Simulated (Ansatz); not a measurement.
Density of states of BeS (F-43m, a = 4.876 Å, b = 4.876 Å, c = 4.876 Å, α = 90.00°, β = 90.00°, γ = 90.00°), in states per eV and primitive cell, averaged over bins of 0.3 eV. Computed with Ansatz 0.2.0, DFT PBE, scalar-relativistic, plane waves, PAW.

Settings: cutoff 420 eV, Γ-centred mesh 8×8×8 on the computed 2-atom cell, Gaussian smearing of 0.02 eV; no spin polarisation.

The cell is relaxed at this level. The states (both spins) are summed by tetrahedra on a 12×12×12 mesh at the self-consistent density. Energies are bin centres; the table starts no lower than −8 eV and ends at 6 eV, or lower where the solved bands end.

The gap is 3.14 eV at this level, with the zero inside it.

```csv
E − E_F (eV),total,S 3p,Be 2s,S 3s
-7.10,0.22,0.18,0.03,0.00
-6.80,0.53,0.44,0.07,0.01
-6.50,0.91,0.75,0.12,0.02
-6.20,2.23,1.78,0.35,0.05
-5.90,0.92,0.72,0.13,0.05
-5.60,0.49,0.39,0.05,0.04
-5.30,0.90,0.78,0.06,0.03
-5.00,0.99,0.85,0.07,0.03
-4.70,1.00,0.87,0.06,0.02
-4.40,1.24,1.10,0.05,0.02
-4.10,1.64,1.48,0.04,0.02
-3.80,1.62,1.47,0.03,0.02
-3.50,1.57,1.43,0.02,0.01
-3.20,1.55,1.42,0.02,0.01
-2.90,1.53,1.40,0.01,0.01
-2.60,1.27,1.17,0.01,0.01
-2.30,0.75,0.70,0.00,0.00
-2.00,0.49,0.46,0.00,0.00
-1.70,0.16,0.15,0.00,0.00
-1.40,0.00,0.00,0.00,0.00
-1.10,0.00,0.00,0.00,0.00
-0.80,0.00,0.00,0.00,0.00
-0.50,0.00,0.00,0.00,0.00
-0.20,0.00,0.00,0.00,0.00
0.10,0.00,0.00,0.00,0.00
0.40,0.00,0.00,0.00,0.00
0.70,0.00,0.00,0.00,0.00
1.00,0.00,0.00,0.00,0.00
1.30,0.00,0.00,0.00,0.00
1.60,0.01,0.00,0.00,0.00
1.90,0.09,0.00,0.00,0.00
2.20,0.17,0.00,0.00,0.00
2.50,0.25,0.01,0.01,0.00
2.80,0.36,0.01,0.01,0.00
3.10,0.48,0.01,0.02,0.00
3.40,0.64,0.02,0.04,0.01
3.70,0.94,0.05,0.10,0.01
4.00,1.90,0.09,0.32,0.08
4.30,1.92,0.11,0.29,0.06
4.60,0.96,0.06,0.12,0.02
4.90,1.34,0.10,0.16,0.03
5.20,1.98,0.15,0.25,0.05
5.50,1.89,0.15,0.26,0.05
5.80,1.32,0.10,0.16,0.03
```

The columns after the total are the Löwdin projections on the occupied valence shells of the potentials. The rest of the total lies in shells that are empty in the free atom, which aren't projected, and between the atoms.

Cost: 1 run of about 0.23 core-minutes, on AMD EPYC 9R45 (Zen 5) (shared hosts).